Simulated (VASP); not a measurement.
# Si (Fd-3m) in VASP: notebook, part 2 of 2

VASP 6.6.1. The steps go on from the part before.

## Step 5: Relaxation of cell and atoms, PBE, target pressure 9 GPa, at which the enthalpy is minimised

Input file INCAR:

```
  ALGO = Normal
  EDIFF = 1E-6
  EDIFFG = -0.005
  ENCUT = 600
  GGA = PE
  IBRION = 2
  ISIF = 3
  ISMEAR = -1
  LASPH = True
  LCHARG = False
  LREAL = False
  LWAVE = False
  NELM = 60
  NSW = 60
  PREC = Accurate
  PSTRESS = 90
  SIGMA = 0.05
```

Input file KPOINTS:

```
k-points
0
Gamma
  11 11 11
```

Input file POSCAR:

```
Si
1.0
    0.0000000000      2.7155000000      2.7155000000
    2.7155000000      0.0000000000      2.7155000000
    2.7155000000      2.7155000000      0.0000000000
Si
2
Direct
    0.0000000000      0.0000000000      0.0000000000
    0.2500000000      0.2500000000      0.2500000000
```

Potentials or basis: VASP PAW PBE potentials, release 64 (Si).

Command:

```console
cat potpaw_PBE.64/Si/POTCAR > POTCAR
mpirun -np 1 vasp_std > vasp.out
```

OUTCAR:

```text
EDIFF = 1E-6
   EDIFFG = -0.005
   ENCUT = 600
   GGA = PE
   IBRION = 2
   ISIF = 3
   ISMEAR = -1
   LASPH = True
   LREAL = False
   NELM = 60
   NSW = 60
   PREC = Accurate
   PSTRESS = 90

 ion  position               nearest neighbor table
   1  0.000  0.000  0.000-   2 2.35   2 2.35   2 2.35   2 2.35
   2  0.250  0.250  0.250-   1 2.35   1 2.35   1 2.35   1 2.35

  LATTYP: Found a face centered cubic cell.
 ALAT       =     5.4310000000

  Lattice vectors:

 A1 = (   0.0000000000,   2.7155000000,   2.7155000000)
 A2 = (   2.7155000000,   0.0000000000,   2.7155000000)
 A3 = (   2.7155000000,   2.7155000000,   0.0000000000)

Analysis of symmetry for initial positions (statically):
=====================================================================
 Subroutine PRICEL returns:
 Original cell was already a primitive cell.

 Routine SETGRP: Setting up the symmetry group for a
 face centered cubic supercell.

 Subroutine GETGRP returns: Found 48 space group operations
 (whereof 24 operations were pure point group operations)
 out of a pool of 48 trial point group operations.

[... 173 lines left out ...]
  Total        0.4839714      0.4839714      0.4839714     -0.0000000      0.0000000      0.0000000
  in kB       19.3620285     19.3620285     19.3620285     -0.0000000      0.0000000      0.0000000
  external PRESSURE =     -70.6379715 kB  Pullay stress =      90.0000000 kB
[... 177 lines left out ...]
--------------------------------------- Ionic step        6  -------------------------------------------

 number of electron       8.0000000 magnetization

 Free energy of the ion-electron system (eV)
  ---------------------------------------------------
  ext. energy  EPLUGINS =         0.00000000
  ---------------------------------------------------
  free energy    TOTEN  =       -10.76334307 eV

  energy without entropy =      -10.76329180  energy(sigma->0) =      -10.76331743

 E-fermi :   6.7057     XC(G=0):  -9.6598

 val. band max:        6.4889479459   @ k =   0.0000   0.0000   0.0000
 cond. band min:       6.9562053102   @ k =   0.4545   0.4545   0.0000
 fundamental gap:      0.4672573643
 Fermi energy:         6.7056773573

 k-point     1 :       0.0000    0.0000    0.0000
  band No.  band energies     occupation
      1      -5.9185      2.00000
      2       6.4889      1.97412
      3       6.4889      1.97412
      4       6.4889      1.97412
      5       9.0777      0.00000
      6       9.0777      0.00000
      7       9.0777      0.00000
      8      10.6128      0.00000
[... 243 lines left out ...]
 k-point    24 :      -0.1818    0.1818    0.0000
  band No.  band energies     occupation
      1      -4.7297      2.00000
      2       2.3483      2.00000
      3       3.6229      2.00000
      4       5.7747      2.00000
      5       9.6369      0.00000
      6      10.3154      0.00000
      7      10.6559      0.00000
      8      12.4358      0.00000

 [... further k-points ...]

------------------------ aborting loop because EDIFF is reached ----------------------------------------

  FORCE on cell =-STRESS in cart. coord.  units (eV):
  Direction    XX          YY          ZZ          XY          YZ          ZX
  --------------------------------------------------------------------------------------
  -------------------------------------------------------------------------------------
  Total        2.1064068      2.1064068      2.1064068      0.0000000      0.0000000     -0.0000000
  in kB       89.8176792     89.8176792     89.8176792      0.0000000      0.0000000     -0.0000000
  external PRESSURE =      -0.1823208 kB  Pullay stress =      90.0000000 kB
[... 21 lines left out ...]
  energy  without entropy=      -10.7632918005  energy(sigma->0) =      -10.76331743

  enthalpy is  TOTEN    =        -8.6526604722 eV   P V=        2.1106825945

 reached required accuracy - stopping structural energy minimisation
```

CONTCAR:

```text
Si
   1.00000000000000
     0.0000000000000000    2.6584000434216866    2.6584000434216866
     2.6584000434216866    0.0000000000000000    2.6584000434216866
     2.6584000434216866    2.6584000434216866    0.0000000000000000
  Si
     2
Direct
     0.0000000000000000    0.0000000000000000    0.0000000000000000
     0.2500000000000000    0.2500000000000000    0.2500000000000000

  0.00000000E+00  0.00000000E+00  0.00000000E+00
  0.00000000E+00  0.00000000E+00  0.00000000E+00
```

Run time: 37 s. Hardware: 1 thread of Intel Xeon Platinum 8259CL at 2.50GHz (Skylake/Cascade Lake), shared host; peak memory 0.17 GiB.

What came out:

| Item | Value |
| --- | --- |
| Free energy | -10.7633 eV |
| Relaxed volume | 18.79 Å³/atom |
| Relaxed cell | a = 3.760 Å, b = 3.760 Å, c = 3.760 Å, α = 60.00°, β = 60.00°, γ = 60.00° |
| Space group after relaxing (to 0.05 Å) | Fd-3m (No. 227) |
| Energy change on relaxing (the enthalpy is what falls) | +40.7 meV/atom |
| Ionic steps | 6 |
| Pressure after relaxing | 9.0 GPa |
| Band gap on the k mesh | 0.47 eV, indirect (least direct gap 2.59 eV) |

The path:
| step | energy change (eV) | largest force (eV/Å) | pressure (GPa) | volume (Å³) |
| --- | --- | --- | --- | --- |
| 1 | 0.0000 | 0.0000 | 1.94 | 40.05 |
| 2 | 0.2860 | 0.0000 | 18.51 | 35.15 |
| 3 | 0.0799 | 0.0000 | 8.91 | 37.60 |
| 4 | 0.0826 | 0.0000 | 9.07 | 37.55 |
| 5 | 0.0803 | 0.0000 | 8.94 | 37.59 |
| 6 | 0.0814 | 0.0000 | 8.98 | 37.57 |

Final structure:
```yaml
crystal:
  lattice:
    - [0.00000, 2.65840, 2.65840]
    - [2.65840, 0.00000, 2.65840]
    - [2.65840, 2.65840, 0.00000]
  atoms:
    - { symbol: Si, position: [0.00000, 0.00000, 0.00000] }
    - { symbol: Si, position: [0.25000, 0.25000, 0.25000] }
```

Caveat: the cell is relaxed towards a set pressure, so the enthalpy falls and the energy may rise; an odd mesh through Γ misses points on the zone boundary, where band edges often lie.

## Step 6: Overview

| cell | P gpa | target pressure | gap on the mesh (eV) | pressure (GPa) |
| --- | --- | --- | --- | --- |
| relaxed | 0 | - | 0.64 | 0.0 |
| relaxed to 3 GPa | 3 | 3 GPa | 0.58 | 3.0 |
| relaxed to 6 GPa | 6 | 6 GPa | 0.52 | 6.0 |
| relaxed to 9 GPa | 9 | 9 GPa | 0.47 | 9.0 |

Alike in all rows: task relaxation of cell and atoms; level PBE; potentials or basis VASP PAW PBE potentials, release 64 (Si); no spin polarisation; k mesh 11 × 11 × 11; cutoff (eV) 600; smearing fermi-dirac 0.05 eV.

Caveats: an odd mesh through Γ misses points on the zone boundary, where band edges often lie; the cell is relaxed towards a set pressure, so the enthalpy falls and the energy may rise (some runs).

Absolute energies hang on the potentials; compare differences alone.
